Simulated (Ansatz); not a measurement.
## Moving the functional in AuZn

```yaml
crystal:
  lattice:
    - [3.14700, 0.00000, 0.00000]
    - [0.00000, 3.14700, 0.00000]
    - [0.00000, 0.00000, 3.14700]
  atoms:
    - { symbol: Au, position: [0.00000, 0.00000, 0.00000] }
    - { symbol: Zn, position: [0.50000, 0.50000, 0.50000] }
```

Kept alike: task band structure; k mesh 8 × 8 × 8; occupations fermi-dirac, width 0.05 eV; no spin polarisation. Program: Ansatz, all-electron LAPW, scalar-relativistic. The mesh is that of the run's cell of 2 atoms. No spin-orbit coupling.

| functional | pressure (GPa) |
| --- | --- |
| LDA | -6.60 |
| PBE | 5.11 |
| PBEsol | -2.15 |

Pressure is positive in compression. For a metal such a mesh leaves the last digits unconverged.

The pressure runs from -6.60 (LDA) to 5.11 GPa (PBE). From PBE: LDA -11.71; PBEsol -7.26. A positive pressure means that the functional's own cell is larger than the one given, a negative one that it is smaller.
